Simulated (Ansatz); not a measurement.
Reaction (formal exchange of groups at a C–N bond): `CNC(=N)O` + `O=C=N[SiH](F)Cl` → `C[Si](F)(Cl)N=C=O` + `N=C(N)O`

Calculated with Ansatz (gas phase, PBE0-D4/def2-TZVP geometries, no zero-point term in ΔE). CCSD(T)/CBS adds triple-zeta CCSD(T) − MP2 to the extrapolated MP2 energy (def2 sets, frozen cores). Functionals use def2-TZVPP. Each species was taken in one conformer, which may not be the lowest.

Task: Is it downhill or uphill in electronic energy at CCSD(T)/CBS, and by how much? (Estimate.)

Result: Computed: Downhill: ΔE = -83.8 kJ/mol.

Task: What do these levels give: PBE-D4, PBE0-D4, HF/def2-TZVPP, SCS-MP2/def2-TZVPP, CCSD(T)/def2-TZVPP, HF/def2-QZVPP? (Estimate.)

Result: The calculation gave: PBE-D4 -84.2, PBE0-D4 -85.4, HF/def2-TZVPP -76.7, SCS-MP2/def2-TZVPP -80.1, CCSD(T)/def2-TZVPP -82.5, HF/def2-QZVPP -75.9 kJ/mol.

Largest T1 diagnostic among the species: 0.014.

In def2-TZVPP, CCSD(T) changes the Hartree–Fock value by −5.8 kJ/mol (the triples alone add −0.3 kJ/mol) and MP2 by −8.3 kJ/mol.
